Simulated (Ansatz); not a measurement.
# Field gradients of V₂O₅ from run to run

Cell of run 1: a COD entry.

Space group Pmn2_1 (No. 31); a = 11.5440, b = 4.3830, c = 3.5710 Å.

| site | Wyckoff | site symmetry | x | y | z |
| --- | --- | --- | --- | --- | --- |
| V | 4b | 1 | 0.1487 | 0.3913 | 0.0000 |
| O5 | 4b | 1 | 0.1457 | 0.0303 | 0.0295 |
| O9 | 4b | 1 | 0.3191 | 0.5027 | 0.0049 |
| O13 | 2a | m.. | 0.0000 | 0.4995 | 0.0025 |

One atom of each set is listed.

Relaxed positions (PBE, cell held):

V (0.1483, 0.3879, 0.0102)
O5 (0.1446, 0.0266, 0.0102)
O9 (0.3189, 0.5066, 0.0102)
O13 (0.0000, 0.4986, 0.0101)

All runs are DFT with Ansatz 0.2.0 (plane waves and PAW, scalar-relativistic unless spin–orbit coupling is named, Γ-centred meshes, Fermi–Dirac smearing where given) in this cell.

Run 1: PBE, gradients read without the response of the cores, atoms as given; 420 eV, 2×5×6 k-points, smearing 0.02 eV.
Run 2: PBE, gradients read without the response of the cores, atoms relaxed; 420 eV, 2×5×6 k-points, smearing 0.02 eV.
Run 3: r2SCAN, gradients read without the response of the cores, at the relaxed atoms; 500 eV, 2×5×6 k-points, smearing 0.02 eV.
Run 4: PBE, gradients read without the response of the cores, at the relaxed atoms; 300 eV, 2×5×6 k-points, smearing 0.02 eV; this cutoff lies below the one recommended for these PAW files.

| run | V V_zz (η) | O5 V_zz (η) | O9 V_zz (η) | O13 V_zz (η) |
| --- | --- | --- | --- | --- |
| 1 | 2.08 (0.83) | -1.12 (0.77) | -5.31 (0.69) | -6.19 (0.02) |
| 2 | -0.73 (0.51) | -1.16 (0.71) | -5.26 (0.71) | -6.14 (0.03) |
| 3 | 0.54 (0.80) | -0.78 (0.98) | -5.43 (0.75) | -6.34 (0.12) |
| 4 | ? | ? | ? | ? |

V_zz in 10²¹ V/m².

Problem. Estimate the row of run 4.

Solution. V: 0.63 (0.98); O5: -0.94 (0.84); O9: -4.97 (0.69); O13: -5.85 (0.01). It lies nearest to run 2, from whose tensors on these sites it differs by 0.30 at most (largest principal value of the difference, on O9). Taken one at a time, the positions of the atoms (as given or relaxed) move the tensors on these sites by up to 2.01 (largest principal value of the change, on V), the functional (r2SCAN with its higher cutoff) by 0.46 (O5), the cutoff by 0.30 (O9). On some sites the largest principal value moves to another axis from run to run, and the sign of V_zz can flip with it.

In runs 1, 3 the atoms aren't at the calculated equilibrium (largest force 0.44, 0.61 eV/Å).
